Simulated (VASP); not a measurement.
O:

```xyz
2
Lattice="0.0000 1.8899 3.8988 1.5018 0.0000 3.8988 1.5018 1.8899 0.0000" Properties=species:S:1:pos:R:3 pbc="T T T"
O     1.5018    1.8899    4.5141
O     1.5018    1.8899    3.2836
```

* Program: VASP 6.6.1
* Task: single point
* Functional: PBE
* Potentials or basis: VASP PAW PBE potentials, release 64 (O)
* Cutoff: 520 eV
* k mesh: 12 × 12 × 12
* Occupations: fermi-dirac, width 0.05 eV
* Spin: no spin polarisation

On this cell: pressure 0.8 GPa; largest force 0.121 eV/Å; band gap on the k mesh none (metal or under the smearing width).

The same run follows on a disturbed copy (atoms moved at random, drawn with an rms of 0.05 Å):

```
CELL_PARAMETERS angstrom
0.00000 1.88989 3.89884
1.50177 0.00000 3.89884
1.50177 1.88989 0.00000
ATOMIC_POSITIONS crystal
O 0.58907 0.58037 0.39237
O 0.43132 0.40333 0.58242
```

**Question.** What does the disturbed cell give?

**Answer.** The energy (extrapolated to zero smearing) moves by +97.2 meV/atom; pressure -11.6 GPa; largest force 4.267 eV/Å; band gap on the k mesh none (metal or under the smearing width).

Forces in eV/Å, atoms in the order of the input:
```
O    0.145  0.552 -4.228
O   -0.145 -0.552  4.228
```

Stress tensor (GPa, compression positive):
```
  2.87   0.00   1.35
  0.00  -0.07   5.18
  1.35   5.18 -37.60
```

Caveats: spin is off for a triplet molecule; the standard files for N, O and F lose accuracy on very short bonds (some runs).
